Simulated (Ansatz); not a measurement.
Isolated molecules relaxed with PBE0-D4/def2-TZVP in Ansatz; ΔE leaves out vibrations. CBS: MP2 limit from def2 TZ/QZ plus the TZ coupled-cluster correction, frozen cores. Functionals use def2-TZVPP. Each species was taken in one conformer, which may not be the lowest.

`C=CCCC(C)C` + `O=Cc1ccccc1` → `CC(C)CC(=O)c1ccccc1` + propene  (formal exchange of groups at a C–C bond)

```json
{"level": "BLYP-D4", "ΔE (kJ/mol)": "-25.6", "difference from CCSD(T)/CBS": "-0.4"}
{"level": "B97M-V", "ΔE (kJ/mol)": "-26.2", "difference from CCSD(T)/CBS": "-1.0"}
{"level": "B2PLYP", "ΔE (kJ/mol)": "-21.6", "difference from CCSD(T)/CBS": "3.6"}
{"level": "revPBE", "ΔE (kJ/mol)": "-16.0", "difference from CCSD(T)/CBS": "9.2"}
{"level": "CAM-B3LYP", "ΔE (kJ/mol)": "-20.9", "difference from CCSD(T)/CBS": "4.3"}
{"level": "CCSD/def2-SVP", "ΔE (kJ/mol)": "-22.6", "difference from CCSD(T)/CBS": "2.6"}
{"level": "CCSD(T)/def2-SVP", "ΔE (kJ/mol)": "-24.5", "difference from CCSD(T)/CBS": "0.7"}
{"level": "MP2/def2-TZVPP", "ΔE (kJ/mol)": "-27.7", "difference from CCSD(T)/CBS": "-2.5"}
{"level": "MP2/def2-QZVPP", "ΔE (kJ/mol)": "-27.3", "difference from CCSD(T)/CBS": "-2.1"}
{"level": "HF/CBS(def2)", "ΔE (kJ/mol)": "-15.8", "difference from CCSD(T)/CBS": "9.4"}
{"level": "CCSD(T)/CBS", "ΔE (kJ/mol)": "-25.2", "difference from CCSD(T)/CBS": "0"}
```

Largest T1 diagnostic among the species: 0.013.

From BLYP to BHLYP (50 % exact exchange), in def2-TZVPP and without D4, ΔE moves by −3.7 kJ/mol. In def2-TZVPP, CCSD(T) changes the Hartree–Fock value by −9.6 kJ/mol (the triples alone add −2.2 kJ/mol) and MP2 by −11.5 kJ/mol.

CCSD(T)/CBS has its own doubt, a few kJ/mol and more with outer-core shells, so smaller differences from it don't rank the levels.
